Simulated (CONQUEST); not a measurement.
PtSe2 (Sudovikovite):

```
Pt Se
1.0
     3.72400    0.00000    0.00000
     0.00000    5.06200    0.00000
     0.00000    0.00000    6.45016
Pt Se
2 4
Cartesian
  0.0632 0.0334 0.0365
  1.9252 0.0334 3.2616
  0.0230 3.7459 2.0974
  1.8850 3.7459 5.3225
  1.8208 1.2468 1.0720
  3.6828 1.2468 4.2970
```

The cell isn't the ideal one: atoms moved at random, drawn with an rms of 0.05 Å.

Base run:

| Property | Result |
| --- | --- |
| Program | CONQUEST 1.3 |
| Functional | PBE |
| Potentials or basis | PseudoDojo NC PBE, SZ, grid cutoff 120 Ha |
| k mesh | 7 × 5 × 4 |
| Occupations | fermi-dirac, width 0.05 eV |
| Spin | no spin polarisation |

Its results: band gap on the k mesh none (metal or under the smearing width); pressure 23.6 GPa; largest force 4.006 eV/Å.

The run is repeated on the same cell with these changes: potentials or basis from PseudoDojo NC PBE, SZ, grid cutoff 120 Ha to PseudoDojo NC PBE, DZ, grid cutoff 120 Ha. What comes out?

Band gap on the k mesh none (metal or under the smearing width); pressure 13.4 GPa; largest force 2.923 eV/Å.

Caveats: the atomic basis is small; the basis of atomic orbitals isn't converged, which shifts pressures, moduli and gaps.
